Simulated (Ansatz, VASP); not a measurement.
# One calculation of Ti, two programs

The input INCAR:

```
SYSTEM = Ti
ALGO = Normal
EDIFF = 1E-6
ENCUT = 520
GGA = PE
ISIF = 2
ISMEAR = -1
LASPH = .True.
LCHARG = .False.
LREAL = .False.
LWAVE = .False.
NBANDS = 12
NELM = 80
PREC = Accurate
SIGMA = 0.05
```

Contents of KPOINTS:

```
k-points
0
Gamma
  15 15 15
  0 0 0
```

The input POSCAR:

```
Ti
1.0
    0.0000000000      2.0149441680      2.0604500000
    2.0149441680      0.0000000000      2.0604500000
    2.0149441680      2.0149441680      0.0000000000
Ti
1
Direct
    0.0000000000      0.0000000000      0.0000000000
```

Input for Ansatz:

```yaml
crystal:
  lattice:
    - [0.0, 2.014944168, 2.06045]
    - [2.014944168, 0.0, 2.06045]
    - [2.014944168, 2.014944168, 0.0]
  atoms:
    - { symbol: Ti, position: [0.0, 0.0, 0.0] }
kpoints:
  mp_grid: { grid: [15, 15, 15] }
scf:
  occupations: { method: fermi_dirac, width: 0.05 }
hamiltonian:
  xc: pbe
  pseudopotentials: { kind: all_electron, lapw: { basis_error: 0.00025 } }
output:
  forces: true
  stress: true
  eigenvalues: true
```

Change from the starting cell: z stretched by +1.5 % at fixed volume.

Alike in both runs: task single point; functional PBE; k mesh 15 × 15 × 15; occupations fermi-dirac, width 0.05 eV; no spin polarisation.

|  | VASP | Ansatz |
| --- | --- | --- |
| version | VASP 6.6.1 | Ansatz 0.2.0 |
| potentials or method | VASP PAW PBE potentials, release 64 (Ti_sv) | all-electron LAPW, scalar-relativistic |
| plane-wave cutoff (eV) | 520 | see its input |

```tsv
	VASP	Ansatz	Ansatz less VASP
pressure (GPa)	4.1	4.5	+0.32
largest component of the traceless stress (GPa)	0.51	0.51	-0.004
```

Ansatz ran all-electron here, so the differences hold the error of VASP's frozen core and of both bases.
